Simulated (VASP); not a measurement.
# Na2S (Fm-3m) in VASP: notebook

The runs below take Na2S through relaxation of cell and atoms, with PBEsol, LDA, PBE, PBE+D3(BJ).

Program: VASP 6.6.1. These are calculated values, not measurements. Logs are shortened: lines on timing, memory, paths and dates and some standing lists are left out, and cuts for length are marked.

**1. The crystal as given**

Symmetry: Fm-3m, No. 225, cubic system. The conventional cell has a = 6.498 Å, b = 6.498 Å, c = 6.498 Å, α = 90.00°, β = 90.00°, γ = 90.00°. Around Na (site symmetry -43m) lie 4 S at 2.81 Å. S (site symmetry m-3m) is surrounded by 8 Na at 2.81 Å.

The cell comes from a database or a generator and needn't be the stable form of this composition.

**2. Relaxation of cell and atoms, PBEsol**

INCAR

```
SYSTEM = Na2S
PREC = Accurate ; ENCUT = 600
EDIFF = 1E-7 ; ISMEAR = 0
SIGMA = 0.02 ; LREAL = .FALSE.
LASPH = .TRUE. ; NELM = 100
ALGO = Normal ; ISIF = 3
LWAVE = .FALSE. ; LCHARG = .FALSE.
GGA = PS ; IBRION = 2
NSW = 90 ; EDIFFG = -0.005
```

KPOINTS

```
Automatic mesh
0
G
  8 8 8
  0 0 0
```

POSCAR

```
Na2S
1.0
    0.0000000000      3.2491544900      3.2491544900
    3.2491544900      0.0000000000      3.2491544900
    3.2491544900      3.2491544900      0.0000000000
Na S
2 1
Direct
    0.2500000000      0.2500000000      0.2500000000
    0.7500000000      0.7500000000      0.7500000000
    0.0000000000      0.0000000000      0.0000000000
```

Potentials or basis: VASP PAW PBE potentials, release 64 (Na_pv, S).

Command:

```bash
$ cat potpaw_PBE.64/Na_pv/POTCAR potpaw_PBE.64/S/POTCAR > POTCAR
$ mpirun -np 1 vasp_std > vasp.out
```

OUTCAR:

```text
SYSTEM = Na2S
   PREC = Accurate
   ENCUT = 600
   EDIFF = 1E-7
   ISMEAR = 0
   LREAL = .FALSE.
   LASPH = .TRUE.
   NELM = 100
   ISIF = 3
   GGA = PS
   IBRION = 2
   NSW = 90
   EDIFFG = -0.005

 ion  position               nearest neighbor table
   1  0.250  0.250  0.250-
   2  0.750  0.750  0.750-
   3  0.000  0.000  0.000-

  LATTYP: Found a face centered cubic cell.
 ALAT       =     6.4983089800

  Lattice vectors:

 A1 = (   0.0000000000,   3.2491544900,   3.2491544900)
 A2 = (   3.2491544900,   0.0000000000,   3.2491544900)
 A3 = (   3.2491544900,   3.2491544900,   0.0000000000)

Analysis of symmetry for initial positions (statically):
=====================================================================
 Subroutine PRICEL returns:
 Original cell was already a primitive cell.

 Routine SETGRP: Setting up the symmetry group for a
 face centered cubic supercell.

 Subroutine GETGRP returns: Found 48 space group operations
 (whereof 48 operations were pure point group operations)
 out of a pool of 48 trial point group operations.

The static configuration has the point symmetry O_h .

Analysis of symmetry for dynamics (positions and initial velocities):
=====================================================================
 Subroutine PRICEL returns:
 Original cell was already a primitive cell.

 Routine SETGRP: Setting up the symmetry group for a
 face centered cubic supercell.

 Subroutine GETGRP returns: Found 48 space group operations
 (whereof 48 operations were pure point group operations)
 out of a pool of 48 trial point group operations.

The dynamic configuration has the point symmetry O_h .

 Subroutine INISYM returns: Found 48 space group operations
 (whereof 48 operations are pure point group operations),
 and found     1 'primitive' translations

----------------------------------------------------------------------------------------

                                     Primitive cell

  volume of cell :      68.6027

  direct lattice vectors                    reciprocal lattice vectors
     0.000000000  3.249154490  3.249154490    -0.153886188  0.153886188  0.153886188
[... 157 lines left out ...]
     3.249154490  0.000000000  3.249154490     0.153886188 -0.153886188  0.153886188
     3.249154490  3.249154490  0.000000000     0.153886188  0.153886188 -0.153886188

 POSITION                                       TOTAL-FORCE (eV/Angst)
 -----------------------------------------------------------------------------------
      1.62458      1.62458      1.62458         0.000000      0.000000     -0.000000
      4.87373      4.87373      4.87373        -0.000000     -0.000000      0.000000
      0.00000      0.00000      0.00000         0.000000      0.000000      0.000000
 -----------------------------------------------------------------------------------
    total drift:                               -0.000000     -0.000000      0.000000

  FREE ENERGIE OF THE ION-ELECTRON SYSTEM (eV)
  ---------------------------------------------------
  free  energy   TOTEN  =       -10.3752876349 eV

  energy  without entropy=      -10.3752876349  energy(sigma->0) =      -10.37528763

--------------------------------------- Ionic step        2  -------------------------------------------

 number of electron      19.9999989 magnetization

 Free energy of the ion-electron system (eV)
  ---------------------------------------------------
  ext. energy  EPLUGINS =         0.00000000
  ---------------------------------------------------
  free energy    TOTEN  =       -10.37536124 eV

  energy without entropy =      -10.37536124  energy(sigma->0) =      -10.37536124

 E-fermi :   0.3595     XC(G=0):  -8.0199

 val. band max:        0.1860754732   @ k =   0.0000   0.0000   0.0000
 cond. band min:       2.6066714663   @ k =   0.0000   0.0000   0.0000
 fundamental gap:      2.4205959931
 Fermi energy:         0.3594751834

 k-point     1 :       0.0000    0.0000    0.0000
  band No.  band energies     occupation
      1     -21.8449      2.00000
      2     -21.8449      2.00000
      3     -21.8449      2.00000
      4     -21.7869      2.00000
      5     -21.7868      2.00000
      6     -21.7868      2.00000
      7      -9.9666      2.00000
      8       0.1861      2.00000
      9       0.1861      2.00000
     10       0.1861      2.00000
     11       2.6067      0.00000
     12       7.9065      0.00000
     13       7.9065      0.00000
     14       7.9065      0.00000
[... 377 lines left out ...]
      1     -21.8543      2.00000
      2     -21.8492      2.00000
      3     -21.8186      2.00000
      4     -21.8184      2.00000
      5     -21.7883      2.00000
      6     -21.7872      2.00000
      7      -9.6618      2.00000
      8      -1.2818      2.00000
      9      -0.4583      2.00000
     10      -0.0941      2.00000
     11       5.4561      0.00000
     12       5.9111      0.00000
     13       7.6303      0.00000
     14       7.9587      0.00000

 [... further k-points ...]

------------------------ aborting loop because EDIFF is reached ----------------------------------------

  FORCE on cell =-STRESS in cart. coord.  units (eV):
  Direction    XX          YY          ZZ          XY          YZ          ZX
  --------------------------------------------------------------------------------------
  -------------------------------------------------------------------------------------
  Total        0.0141436      0.0141436      0.0141436      0.0000000      0.0000000      0.0000000
  in kB        0.3295579      0.3295579      0.3295579      0.0000000      0.0000000      0.0000000
  external PRESSURE =       0.3295579 kB  Pullay stress =       0.0000000 kB

 VOLUME and BASIS-vectors are now :
 -----------------------------------------------------------------------------
  energy-cutoff  :      600.00
  volume of cell :       68.76
      direct lattice vectors                 reciprocal lattice vectors
     0.000000000  3.251643124  3.251643124    -0.153768412  0.153768412  0.153768412
     3.251643124  0.000000000  3.251643124     0.153768412 -0.153768412  0.153768412
     3.251643124  3.251643124 -0.000000000     0.153768412  0.153768412 -0.153768412

 POSITION                                       TOTAL-FORCE (eV/Angst)
 -----------------------------------------------------------------------------------
      1.62582      1.62582      1.62582        -0.000000     -0.000000     -0.000000
      4.87746      4.87746      4.87746         0.000000      0.000000      0.000000
      3.25164      3.25164     -0.00000        -0.000000      0.000000     -0.000000
 -----------------------------------------------------------------------------------
    total drift:                               -0.000000     -0.000000      0.000000

  FREE ENERGIE OF THE ION-ELECTRON SYSTEM (eV)
  ---------------------------------------------------
  free  energy   TOTEN  =       -10.3753612371 eV

  energy  without entropy=      -10.3753612371  energy(sigma->0) =      -10.37536124

 reached required accuracy - stopping structural energy minimisation
```

OSZICAR:

```text
N       E                     dE             d eps       ncg     rms          rms(c)
DAV:   1     0.151161541298E+03    0.15116E+03   -0.11436E+04   812   0.163E+03
DAV:   2     0.210669942410E+01   -0.14905E+03   -0.14616E+03   854   0.386E+02
DAV:   3    -0.108993092699E+02   -0.13006E+02   -0.12941E+02  1034   0.107E+02
DAV:   4    -0.111516138579E+02   -0.25230E+00   -0.25209E+00   962   0.163E+01
[... 14 lines left out ...]
DAV:   2    -0.103754812555E+02    0.45006E-03   -0.73972E-04   992   0.343E-01    0.748E-02
DAV:   3    -0.103753755358E+02    0.10572E-03   -0.18174E-04   974   0.195E-01    0.309E-02
DAV:   4    -0.103753627732E+02    0.12763E-04   -0.79628E-06  1052   0.269E-02    0.114E-02
DAV:   5    -0.103753613084E+02    0.14648E-05   -0.46406E-07   884   0.673E-03    0.456E-03
DAV:   6    -0.103753612371E+02    0.71322E-07   -0.40906E-08   436   0.384E-03
   2 F= -.10375361E+02 E0= -.10375361E+02  d E =-.736022E-04
```

It took 26 s on 1 thread of Intel Xeon 6975P-C (Granite Rapids), shared host; peak memory 0.24 GiB.

Results:

| Item | Value |
| --- | --- |
| Free energy | -10.3754 eV |
| Relaxed volume | 22.92 Å³/atom |
| Relaxed cell | a = 4.599 Å, b = 4.599 Å, c = 4.599 Å, α = 60.00°, β = 60.00°, γ = 60.00° |
| Space group after relaxing (to 0.05 Å) | Fm-3m (No. 225) |
| Energy gained by relaxing | 0.0 meV/atom |
| Ionic steps | 2 |
| Pressure after relaxing | 0.0 GPa |
| Band gap on the k mesh | 2.42 eV, direct |

Final structure:
```xyz
3
Lattice="0.0000 3.2516 3.2516 3.2516 0.0000 3.2516 3.2516 3.2516 0.0000" Properties=species:S:1:pos:R:3 pbc="T T T"
Na    1.6258    1.6258    1.6258
Na    4.8775    4.8775    4.8775
S     3.2516    3.2516    0.0000
```

Caveat: the PAW data sets were made with another functional, which shifts forces and pressure a little. A k mesh can miss the band edges.

**3. Relaxation of cell and atoms, LDA**

INCAR, as its differences from that of step 2:

```diff
@@ -7,3 +7,3 @@
 LWAVE = .FALSE. ; LCHARG = .FALSE.
-GGA = PS ; IBRION = 2
-NSW = 90 ; EDIFFG = -0.005
+IBRION = 2 ; NSW = 90
+EDIFFG = -0.005
```

KPOINTS is that of step 2.

POSCAR is that of step 2.

Potentials or basis: VASP PAW LDA potentials, release 64 (Na_pv, S).

Command:

```bash
$ cat potpaw_LDA.64/Na_pv/POTCAR potpaw_LDA.64/S/POTCAR > POTCAR
$ mpirun -np 1 vasp_std > vasp.out
```

OUTCAR:

```text
SYSTEM = Na2S
   PREC = Accurate
   ENCUT = 600
   EDIFF = 1E-7
   ISMEAR = 0
   LREAL = .FALSE.
   LASPH = .TRUE.
   NELM = 100
   ISIF = 3
   IBRION = 2
   NSW = 90
   EDIFFG = -0.005

 ion  position               nearest neighbor table
   1  0.250  0.250  0.250-
   2  0.750  0.750  0.750-
   3  0.000  0.000  0.000-

  LATTYP: Found a face centered cubic cell.
 ALAT       =     6.4983089800

  Lattice vectors:

 A1 = (   0.0000000000,   3.2491544900,   3.2491544900)
 A2 = (   3.2491544900,   0.0000000000,   3.2491544900)
 A3 = (   3.2491544900,   3.2491544900,   0.0000000000)

Analysis of symmetry for initial positions (statically):
=====================================================================
 Subroutine PRICEL returns:
 Original cell was already a primitive cell.

 Routine SETGRP: Setting up the symmetry group for a
 face centered cubic supercell.

 Subroutine GETGRP returns: Found 48 space group operations
 (whereof 48 operations were pure point group operations)
 out of a pool of 48 trial point group operations.

The static configuration has the point symmetry O_h .

Analysis of symmetry for dynamics (positions and initial velocities):
=====================================================================
 Subroutine PRICEL returns:
 Original cell was already a primitive cell.

 Routine SETGRP: Setting up the symmetry group for a
 face centered cubic supercell.

 Subroutine GETGRP returns: Found 48 space group operations
 (whereof 48 operations were pure point group operations)
 out of a pool of 48 trial point group operations.

The dynamic configuration has the point symmetry O_h .

 Subroutine INISYM returns: Found 48 space group operations
 (whereof 48 operations are pure point group operations),
 and found     1 'primitive' translations

----------------------------------------------------------------------------------------

[... 139 lines left out ...]
  ---------------------------------------------------
  ext. energy  EPLUGINS =         0.00000000
  ---------------------------------------------------
  free energy    TOTEN  =       -10.89555594 eV

  energy without entropy =      -10.89555594  energy(sigma->0) =      -10.89555594

------------------------ aborting loop because EDIFF is reached ----------------------------------------

  FORCE on cell =-STRESS in cart. coord.  units (eV):
  Direction    XX          YY          ZZ          XY          YZ          ZX
  --------------------------------------------------------------------------------------
  -------------------------------------------------------------------------------------
  Total       -0.6709277     -0.6709277     -0.6709277     -0.0000000     -0.0000000      0.0000000
  in kB      -15.6691425    -15.6691425    -15.6691425     -0.0000000     -0.0000000      0.0000000
  external PRESSURE =     -15.6691425 kB  Pullay stress =       0.0000000 kB
[... 61 lines left out ...]
--------------------------------------- Ionic step        3  -------------------------------------------

 number of electron      20.0000001 magnetization

 Free energy of the ion-electron system (eV)
  ---------------------------------------------------
  ext. energy  EPLUGINS =         0.00000000
  ---------------------------------------------------
  free energy    TOTEN  =       -10.91338292 eV

  energy without entropy =      -10.91338292  energy(sigma->0) =      -10.91338292

 E-fermi :   0.3569     XC(G=0):  -8.5526

 val. band max:        0.2748697168   @ k =   0.0000   0.0000   0.0000
 cond. band min:       2.7606998928   @ k =   0.0000   0.0000   0.0000
 fundamental gap:      2.4858301759
 Fermi energy:         0.3568622412

 k-point     1 :       0.0000    0.0000    0.0000
  band No.  band energies     occupation
      1     -21.7900      2.00000
      2     -21.7900      2.00000
      3     -21.7900      2.00000
      4     -21.7198      2.00000
      5     -21.7198      2.00000
      6     -21.7198      2.00000
      7      -9.9246      2.00000
      8       0.2749      2.00000
      9       0.2749      2.00000
     10       0.2749      2.00000
     11       2.7607      0.00000
     12       8.0436      0.00000
     13       8.0436      0.00000
     14       8.0436      0.00000
[... 377 lines left out ...]
      1     -21.8023      2.00000
      2     -21.7958      2.00000
      3     -21.7584      2.00000
      4     -21.7581      2.00000
      5     -21.7214      2.00000
      6     -21.7200      2.00000
      7      -9.5658      2.00000
      8      -1.3026      2.00000
      9      -0.4185      2.00000
     10      -0.0213      2.00000
     11       5.5898      0.00000
     12       6.0937      0.00000
     13       7.8466      0.00000
     14       8.1134      0.00000

 [... further k-points ...]

------------------------ aborting loop because EDIFF is reached ----------------------------------------

  FORCE on cell =-STRESS in cart. coord.  units (eV):
  Direction    XX          YY          ZZ          XY          YZ          ZX
  --------------------------------------------------------------------------------------
  -------------------------------------------------------------------------------------
  Total       -0.0053216     -0.0053216     -0.0053216      0.0000000      0.0000000     -0.0000000
  in kB       -0.1308691     -0.1308691     -0.1308691      0.0000000      0.0000000     -0.0000000
  external PRESSURE =      -0.1308691 kB  Pullay stress =       0.0000000 kB
[... 18 lines left out ...]
  FREE ENERGIE OF THE ION-ELECTRON SYSTEM (eV)
  ---------------------------------------------------
  free  energy   TOTEN  =       -10.9133829226 eV

  energy  without entropy=      -10.9133829226  energy(sigma->0) =      -10.91338292

 reached required accuracy - stopping structural energy minimisation
```

Wall time 34 s (1 thread of Intel Xeon 6975P-C (Granite Rapids), shared host); peak memory 0.2 GiB.

Results:

- Free energy: -10.9134 eV
- Relaxed volume: 21.72 Å³/atom
- Relaxed cell: a = 4.517 Å, b = 4.517 Å, c = 4.517 Å, α = 60.00°, β = 60.00°, γ = 60.00°
- Space group after relaxing (to 0.05 Å): Fm-3m (No. 225)
- Energy gained by relaxing: 5.9 meV/atom
- Ionic steps: 3
- Pressure after relaxing: 0.0 GPa
- Band gap on the k mesh: 2.49 eV, direct

Step by step:
```
step  energy change (eV)  largest force (eV/Å)  pressure (GPa)  volume (Å³)
   1              0.0000                0.0000           -1.57        68.60
   2             -0.0152                0.0000           -0.63        66.41
   3             -0.0178                0.0000           -0.01        65.15
```

Final structure:
```yaml
crystal:
  lattice:
    - [0.00000, 3.19371, 3.19371]
    - [3.19371, 0.00000, 3.19371]
    - [3.19371, 3.19371, 0.00000]
  atoms:
    - { symbol: Na, position: [0.25000, 0.25000, 0.25000] }
    - { symbol: Na, position: [0.75000, 0.75000, 0.75000] }
    - { symbol: S, position: [0.00000, 0.00000, 0.00000] }
```

LDA gaps usually lie below the measured ones, often by a third to a half.

[end of part 1 of 2]
